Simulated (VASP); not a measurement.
Wanted: the native input for a VASP 6.6.1 run.

```
Task                   : relaxation of shape and atoms at fixed volume
Functional             : LDA
Potentials or basis    : VASP PAW LDA potentials, release 64 (Zn, O)
Cutoff                 : 600 eV
k mesh                 : 9 × 9 × 5
Occupations            : gaussian, width 0.03 eV
Spin                   : no spin polarisation
Further INCAR settings : ALGO = Normal; EDIFF = 1e-07; IBRION = 2; EDIFFG = -0.01; NSW = 40; ISIF = 4
```

The structure of ZnO (zincite) lies in POSCAR:

```
ZnO                                     
1.0
    3.1724996408      0.0000000000      0.0000000000
   -1.5862498204      2.7474652824      0.0000000000
    0.0000000000      0.0000000000      5.1289790917
  Zn              O             
     2     2
Direct
     0.3333333332999970    0.6666666667000030    0.5003505567281650
     0.6666666667000030    0.3333333332999970    0.0003505567281650
     0.6666666667000030    0.3333333332999970    0.3786594432718360
     0.3333333332999970    0.6666666667000030    0.8786594432718360
```

The cell isn't the ideal one: a relaxed cell with its volume scaled by 0.98.

These files were run (other wordings do the same):

INCAR

```
SYSTEM = ZnO
ALGO = Normal
EDIFF = 1E-7
EDIFFG = -0.01
ENCUT = 600
GGA = CA
IBRION = 2
ISIF = 4
ISMEAR = 0
LASPH = .True.
LCHARG = .False.
LREAL = .False.
LWAVE = .False.
NELM = 80
NSW = 40
PREC = Accurate
SIGMA = 0.03
```

KPOINTS

```
k-points
0
Gamma
  9 9 5
  0 0 0
```

Potentials or basis: VASP PAW LDA potentials, release 64 (Zn, O).

Launch:

```console
$ cat potpaw_LDA.64/Zn/POTCAR potpaw_LDA.64/O/POTCAR > POTCAR
$ mpirun -np 1 vasp_std > vasp.out
```

It gave:

* Pressure after relaxing: 3.5 GPa
* Band gap on the k mesh: 0.83 eV, direct

Caveat: the relaxation stopped at its first step, so nothing moved.

It took 27 s on 1 thread of Intel(R) Xeon(R) Platinum 8488C (Sapphire Rapids), with other jobs on the host, peak memory 0.17 GiB.
